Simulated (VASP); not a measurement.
# MgO (P6_3mc) in VASP: further runs

Runs on MgO. Level: PBEsol. Tasks: single point, relaxation of cell and atoms.

Everything below comes from runs of VASP 6.6.1. Logs are shortened: lines on timing, memory, paths and dates and some standing lists are left out, and cuts for length are marked.

## (1) Starting point

The structure is hexagonal, space group P6_3mc (No. 186). Conventional cell: a = 3.308 Å, b = 3.308 Å, c = 4.983 Å, α = 90.00°, β = 90.00°, γ = 120.00°. Mg (site symmetry 3m) is surrounded by 4 O at 1.97 to 1.99 Å. Around O (site symmetry 3m) lie 4 Mg at 1.97 to 1.99 Å.

Measurements of this composition are mostly on another form, of space group No. 225.

## (2) Single point, PBEsol

INCAR reads:

```
SYSTEM = MgO
PREC = Accurate ; ENCUT = 520
EDIFF = 1E-6 ; ISMEAR = 0
SIGMA = 0.02 ; LREAL = .False.
LASPH = .True. ; NELM = 60
ALGO = Normal ; ISIF = 2
LWAVE = .False. ; LCHARG = .True.
GGA = PS ; LELF = .True.
LVHAR = .True. ; NBANDS = 16
```

KPOINTS reads:

```
Automatic mesh
0
Gamma
  9 9 6
  0 0 0
```

POSCAR reads:

```
MgO
1.0
    3.3077869900      0.0000000000      0.0000000000
   -1.6538934900      2.8646275600      0.0000000000
    0.0000000000      0.0000000000      4.9828816700
Mg O
2 2
Direct
    0.3333333300      0.6666666700      0.0021597400
    0.6666666700      0.3333333300      0.5021597400
    0.3333333300      0.6666666700      0.4024402600
    0.6666666700      0.3333333300      0.9024402600
```

Potentials or basis: VASP PAW PBE potentials, release 64 (Mg, O).

Command:

```
> cat potpaw_PBE.64/Mg/POTCAR potpaw_PBE.64/O/POTCAR > POTCAR
> mpirun -np 1 vasp_std > vasp.out
```

OUTCAR:

```text
SYSTEM = MgO
   PREC = Accurate
   ENCUT = 520
   EDIFF = 1E-6
   ISMEAR = 0
   LREAL = .False.
   LASPH = .True.
   NELM = 60
   ISIF = 2
   GGA = PS

 ion  position               nearest neighbor table
   1  0.333  0.667  0.002-   4 1.97   4 1.97   4 1.97   3 1.99   2 3.14   2 3.14   2 3.14   2 3.14
                             2 3.14   2 3.14
   2  0.667  0.333  0.502-   3 1.97   3 1.97   3 1.97   4 1.99   1 3.14   1 3.14   1 3.14   1 3.14
                             1 3.14   1 3.14
   3  0.333  0.667  0.402-   2 1.97   2 1.97   2 1.97   1 1.99
   4  0.667  0.333  0.902-   1 1.97   1 1.97   1 1.97   2 1.99

  LATTYP: Found a hexagonal cell.
 ALAT       =     3.3077869900
 C/A-ratio  =     1.5064094771

  Lattice vectors:

 A1 = (   3.3077869900,   0.0000000000,   0.0000000000)
 A2 = (  -1.6538934900,   2.8646275600,   0.0000000000)
 A3 = (   0.0000000000,   0.0000000000,   4.9828816700)

Analysis of symmetry for initial positions (statically):
=====================================================================
 Subroutine PRICEL returns:
 Original cell was already a primitive cell.

 Routine SETGRP: Setting up the symmetry group for a
 hexagonal supercell.

 Subroutine GETGRP returns: Found 12 space group operations
 (whereof  6 operations were pure point group operations)
 out of a pool of 24 trial point group operations.

The static configuration has the point symmetry C_3v.
 The point group associated with its full space group is C_6v.

Analysis of symmetry for dynamics (positions and initial velocities):
=====================================================================
 Subroutine PRICEL returns:
 Original cell was already a primitive cell.

 Routine SETGRP: Setting up the symmetry group for a
 hexagonal supercell.

 Subroutine GETGRP returns: Found 12 space group operations
 (whereof  6 operations were pure point group operations)
 out of a pool of 24 trial point group operations.

The dynamic configuration has the point symmetry C_3v.
 The point group associated with its full space group is C_6v.

 Subroutine INISYM returns: Found 12 space group operations
 (whereof  6 operations are pure point group operations),
 and found     1 'primitive' translations

----------------------------------------------------------------------------------------

                                     Primitive cell

  volume of cell :      47.2157

  direct lattice vectors                    reciprocal lattice vectors
     3.307786990  0.000000000  0.000000000     0.302316928  0.174542759  0.000000000
    -1.653893490  2.864627560  0.000000000     0.000000000  0.349085520  0.000000000
     0.000000000  0.000000000  4.982881670     0.000000000  0.000000000  0.200687086

  length of vectors
     3.307786990  3.307786984  4.982881670     0.349085519  0.349085520  0.200687086

  position of ions in fractional coordinates (direct lattice)
     0.333333330  0.666666670  0.002159740
     0.666666670  0.333333330  0.502159740
     0.333333330  0.666666670  0.402440260
     0.666666670  0.333333330  0.902440260

  ion indices of the primitive-cell ions
   primitive index   ion index
                 1           1
                 2           2
                 3           3
                 4           4

----------------------------------------------------------------------------------------

 KPOINTS: Automatic mesh

Automatic generation of k-mesh.
 Grid dimensions read from file:
 generate k-points for:    9    9    6

 Generating k-lattice:

  Cartesian coordinates                     Fractional coordinates (reciprocal lattice)
     0.033590770  0.019393640  0.000000000     0.111111111  0.000000000  0.000000000
     0.000000000  0.038787280  0.000000000     0.000000000  0.111111111  0.000000000
     0.000000000  0.000000000  0.033447848     0.000000000  0.000000000  0.166666667

  Length of vectors
     0.038787280  0.038787280  0.033447848

  Shift w.r.t. Gamma in fractional coordinates (k-lattice)
     0.000000000  0.000000000  0.000000000

 Subroutine IBZKPT returns following result:
 ===========================================

 Found     48 irreducible k-points:

 Following reciprocal coordinates:
            Coordinates               Weight
  0.000000  0.000000  0.000000      1.000000
  0.111111 -0.000000  0.000000      6.000000
  0.222222  0.000000  0.000000      6.000000
  0.333333  0.000000  0.000000      6.000000
  0.444444  0.000000  0.000000      6.000000
  0.111111  0.111111  0.000000      6.000000
[... 16 lines left out ...]
  0.333333  0.222222  0.166667     24.000000
  0.333333  0.333333  0.166667      4.000000
 [... further k-points ...]
   k-points           NKPTS =     48   k-points in BZ     NKDIM =     48   number of bands    NBANDS=     16
   number of dos      NEDOS =    301   number of ions     NIONS =      4
   total plane-waves  NPLWV =  31360
   dimension x,y,z NGX =    28 NGY =   28 NGZ =   40
   dimension x,y,z NGXF=    56 NGYF=   56 NGZF=   80
   ions per type =               2   2
   NGX,Y,Z   is equivalent  to a cutoff of  14.07, 14.07, 13.35 a.u.
   NGXF,Y,Z  is equivalent  to a cutoff of  28.15, 28.15, 26.69 a.u.
 SYSTEM =  MgO
   PREC   = accura    normal or accurate (medium, high low for compatibility)
   ISTART =      0    job   : 0-new  1-cont  2-samecut
   ICHARG =      2    charge: 1-file 2-atom 10-const
   ISPIN  =      1    spin polarized calculation?
   LNONCOLLINEAR =      F non collinear calculations
   LSORBIT =      F    spin-orbit coupling
   LASPH  =      T    aspherical Exc in radial PAW
   ENCUT  =  520.0 eV  38.22 Ry    6.18 a.u.   6.15  6.15  9.26*2*pi/ulx,y,z
   NELM   =     60;   NELMIN=  2; NELMDL= -5     # of ELM steps
   EDIFF  = 0.1E-05   stopping-criterion for ELM
   LREAL  =      F    real-space projection
   EDIFFG = 0.1E-04   stopping-criterion for IOM
   NSW    =      0    number of steps for IOM
   IBRION =     -1    ionic relax: 0-MD 1-quasi-New 2-CG
   NFREE  =      0    steps in history (QN), initial steepest desc. (CG)
   ISIF   =      2    stress and relaxation
   ISYM   =      2    0-nonsym 1-usesym 2-fastsym
   POTIM  = 0.5000    time-step for ionic-motion
   TEBEG  =    0.0;   TEEND  =   0.0 temperature during run
   PSTRESS=    0.0 pullay stress
   NELECT =      16.0000    total number of electrons
   NUPDOWN=      -1.0000    fix difference up-down
   EMIN   =  10.00;   EMAX   =-10.00  energy-range for DOS
   EFERMI =   0.00;   METHOD = LEGACY
   ISMEAR =     0;   SIGMA  =   0.02  broadening in eV -4-tet -1-fermi 0-gaus
   EFERMI_NEDOS =   21; number of points for ismear=-14 and -15
   IALGO  =     38    algorithm
   IMIX   =      4    mixing-type and parameters
     AMIX     =   0.40;   BMIX     =  1.00
     AMIX_MAG =   1.60;   BMIX_MAG =  1.00
  volume/ion in A,a.u.               =      11.80        79.66
  Fermi-wavevector in a.u.,A,eV,Ry     =   1.141351  2.156842 17.724080  1.302683
  Thomas-Fermi vector in A             =   2.278052
   LORBIT       =      0    0 simple, 1 ext, 2 COOP (PROOUT), +10 PAW based schemes
   GGA     = PS    functional components
   LHFCALC =     F    Hartree Fock is set to
   AEXX    =    0.0000 exact exchange contribution
   IVDW    =     0    specifies the selected vdW correction
   LEPSILON=     F    determine dielectric tensor
   LRPA    =     F    only Hartree local field effects (RPA)
 non-spin polarized calculation
 Gauss-broadening in eV      SIGMA  =   0.02
  energy-cutoff  :      520.00
  volume of cell :       47.22
 maximum number of plane-waves:      1303
 NGX is ok and might be reduce to    28
   NGX = 13   NGY = 13   NGZ = 19

 number of electron      15.9999997 magnetization

 Free energy of the ion-electron system (eV)
  ---------------------------------------------------
  ext. energy  EPLUGINS =         0.00000000
  ---------------------------------------------------
  free energy    TOTEN  =       -24.55016040 eV

  energy without entropy =      -24.55016040  energy(sigma->0) =      -24.55016040

 E-fermi :   1.1526     XC(G=0):  -9.9795

 val. band max:        1.0326185341   @ k =   0.0000   0.0000   0.0000
 cond. band min:       4.3766033986   @ k =   0.0000   0.0000   0.0000
 fundamental gap:      3.3439848644
 Fermi energy:         1.1526211340

 k-point     1 :       0.0000    0.0000    0.0000
  band No.  band energies     occupation
      1     -15.1656      2.00000
      2     -14.3342      2.00000
      3      -2.3040      2.00000
      4       0.2371      2.00000
      5       0.2371      2.00000
      6       0.5825      2.00000
[... 8 lines left out ...]
     15      17.3636      0.00000
     16      17.3636      0.00000

 k-point     2 :       0.1111   -0.0000    0.0000
  band No.  band energies     occupation
      1     -15.1027      2.00000
      2     -14.3136      2.00000
      3      -2.1833      2.00000
      4      -0.0694      2.00000
      5       0.1545      2.00000
      6       0.2073      2.00000
[... 8 lines left out ...]
     15      17.0630      0.00000
     16      17.2853      0.00000

 k-point     3 :       0.2222    0.0000    0.0000
  band No.  band energies     occupation
      1     -14.9338      2.00000
      2     -14.2677      2.00000
      3      -1.8433      2.00000
      4      -0.8761      2.00000
      5      -0.3538      2.00000
      6      -0.0196      2.00000
[... 8 lines left out ...]
     15      15.9867      0.00000
     16      16.3228      0.00000
[... 362 lines left out ...]
 k-point    23 :       0.3333    0.2222    0.1667
  band No.  band energies     occupation
      1     -14.4311      2.00000
      2     -14.2715      2.00000
      3      -1.8677      2.00000
      4      -1.3273      2.00000
      5      -0.8978      2.00000
      6      -0.2434      2.00000
[... 8 lines left out ...]
     15      14.4860      0.00000
     16      17.3382      0.00000

 k-point    24 :       0.3333    0.3333    0.1667
  band No.  band energies     occupation
      1     -14.3286      2.00000
      2     -14.3286      2.00000
      3      -1.7158      2.00000
      4      -1.2084      2.00000
      5      -1.2084      2.00000
      6      -0.4090      2.00000
[... 8 lines left out ...]
     15      14.3216      0.00000
     16      18.2253      0.00000

 [... further k-points ...]

------------------------ aborting loop because EDIFF is reached ----------------------------------------

  FORCE on cell =-STRESS in cart. coord.  units (eV):
  Direction    XX          YY          ZZ          XY          YZ          ZX
  --------------------------------------------------------------------------------------
  -------------------------------------------------------------------------------------
  Total        0.0132950      0.0132950      0.0278679      0.0000000      0.0000000      0.0000000
  in kB        0.4511412      0.4511412      0.9456444      0.0000000      0.0000000      0.0000000
  external PRESSURE =       0.6159756 kB  Pullay stress =       0.0000000 kB

 VOLUME and BASIS-vectors are now :
 -----------------------------------------------------------------------------
  energy-cutoff  :      520.00
  volume of cell :       47.22
      direct lattice vectors                 reciprocal lattice vectors
     3.307786990  0.000000000  0.000000000     0.302316928  0.174542759  0.000000000
    -1.653893490  2.864627560  0.000000000     0.000000000  0.349085520  0.000000000
     0.000000000  0.000000000  4.982881670     0.000000000  0.000000000  0.200687086

 POSITION                                       TOTAL-FORCE (eV/Angst)
 -----------------------------------------------------------------------------------
     -0.00000      1.90975      0.01076        -0.000000      0.000000      0.009301
      1.65389      0.95488      2.50220        -0.000000      0.000000      0.009301
     -0.00000      1.90975      2.00531         0.000000     -0.000000     -0.009301
      1.65389      0.95488      4.49675         0.000000      0.000000     -0.009301
 -----------------------------------------------------------------------------------
    total drift:                               -0.000017      0.000010      0.001725

  FREE ENERGIE OF THE ION-ELECTRON SYSTEM (eV)
  ---------------------------------------------------
  free  energy   TOTEN  =       -24.5501604031 eV

  energy  without entropy=      -24.5501604031  energy(sigma->0) =      -24.55016040
```

It took 16 s on 1 thread of Intel Xeon 6975P-C (Granite Rapids), shared host; peak memory 0.19 GiB.

What came out:

```
Free energy            : -24.5502 eV
Pressure               : 0.1 GPa
Largest force          : 0.009 eV/Å
Band gap on the k mesh : 3.34 eV, direct
```

Forces on the atoms (eV/Å):
```
Mg   0.000  0.000  0.009
Mg   0.000  0.000  0.009
O    0.000  0.000 -0.009
O    0.000  0.000 -0.009
```

Caveat: the PAW data sets were made with another functional, which shifts forces and pressure a little; an odd mesh through Γ misses points on the zone boundary, where band edges often lie.

## (3) Relaxation of cell and atoms, PBEsol

INCAR reads:

```
SYSTEM = MgO
PREC = Accurate ; ENCUT = 580
EDIFF = 1E-7 ; ISMEAR = 0
SIGMA = 0.02 ; LREAL = .False.
LASPH = .True. ; NELM = 60
ALGO = Normal ; ISIF = 3
LWAVE = .False. ; LCHARG = .False.
GGA = PS ; IBRION = 2
NSW = 90 ; EDIFFG = -0.005
```

KPOINTS is that of step 2.

POSCAR is that of step 2.

Potentials or basis: VASP PAW PBE potentials, release 64 (Mg, O).

Command:

```
> cat potpaw_PBE.64/Mg/POTCAR potpaw_PBE.64/O/POTCAR > POTCAR
> mpirun -np 1 vasp_std > vasp.out
```

Wall time 49 s (1 thread of Intel Xeon 6975P-C (Granite Rapids), shared host); peak memory 0.2 GiB.

Results (log left out):

```
Free energy                            : -24.5542 eV
Relaxed volume                         : 11.82 Å³/atom
Relaxed cell                           : a = 3.301 Å, b = 3.301 Å, c = 5.010 Å, α = 90.00°, β = 90.00°, γ = 120.00°
Space group after relaxing (to 0.05 Å) : P6_3mc (No. 186)
Energy gained by relaxing              : 0.0 meV/atom
Ionic steps                            : 7
Pressure after relaxing                : 0.0 GPa
Band gap on the k mesh                 : 3.37 eV, direct
```

Forces on the atoms (eV/Å):
```
Mg   0.000  0.000 -0.002
Mg   0.000  0.000 -0.002
O    0.000  0.000  0.002
O    0.000  0.000  0.002
```

The path:
```csv
step,energy change (eV),largest force (eV/Å),pressure (GPa),volume (Å³)
1,0.0000,0.0098,-0.04,47.22
2,0.0000,0.0051,0.02,47.20
3,0.0000,0.0015,0.07,47.18
4,0.0000,0.0014,0.06,47.18
5,-0.0001,0.0010,0.05,47.20
6,-0.0001,0.0002,0.03,47.22
7,-0.0002,0.0024,-0.02,47.28
```

Final structure:
```yaml
crystal:
  lattice:
    - [3.30081, 0.00000, 0.00000]
    - [-1.65041, 2.85859, 0.00000]
    - [0.00000, 0.00000, 5.01033]
  atoms:
    - { symbol: Mg, position: [0.33333, 0.66667, 0.00354] }
    - { symbol: Mg, position: [0.66667, 0.33333, 0.50354] }
    - { symbol: O, position: [0.33333, 0.66667, 0.40106] }
    - { symbol: O, position: [0.66667, 0.33333, 0.90106] }
```

Levels at points of the mesh, in eV from the valence-band top:
```tsv
k point	band 5	band 6	band 7	band 8	band 9	band 10	band 11	band 12
(0.00, 0.00, 0.00)	-0.74	-0.41	-0.41	0.00	3.37	8.41	10.19	14.03
(0.00, 0.00, 0.50)	-0.58	-0.58	-0.58	-0.58	5.88	5.88	13.06	13.06
```

Caveat: the PAW data sets were made with another functional, which shifts forces and pressure a little; an odd mesh through Γ misses points on the zone boundary, where band edges often lie.
